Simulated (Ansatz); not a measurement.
## InP: how the free axis answers a strain

InP, F-43m, a = 5.960 Å. Ansatz: PBE, PAW, 420 eV, Γ-centred 8×8×6 mesh on 4 atoms, Gaussian smearing 0.02 eV; no spin polarisation. Series: biaxial strain in the a-b plane, c and atoms relaxed; x is the strain in per cent. The axes a, b, c are those of the computed cell (4.214, 4.214, 5.960 Å), along [1 1 0], [-1 1 0], [0 0 1] of the cell named above. y is the change of c in per cent of 5.960 Å.

| x (%) | y (%) |
| --- | --- |
| -6.0 | ? |
| -4.0 | 4.09 |
| -2.0 | 2.05 |
| 0.0 | 0.00 |
| 2.0 | -2.16 |
| 4.0 | -4.36 |
| 6.0 | -6.63 |

Q: Fit y = c1 x + c2 x² to the other rows, say what c1 measures, and predict the missing y.

A: Least squares on the rows shown. y = −1.055 x − 0.008472 x². With no stress along c, c1 = −2C12/C11 = -1.055. At x = -6.0 the fit asked for gives 6.03 %. The run gave 6.10 %, so the fit is 0.07 % too low, 0.55 % of the span of the series, against an rms of 0.01 % on the fitted rows. The row lies outside the fitted range. With a term in x³ added, a fit to the same known rows predicts 6.01 %, no real gain.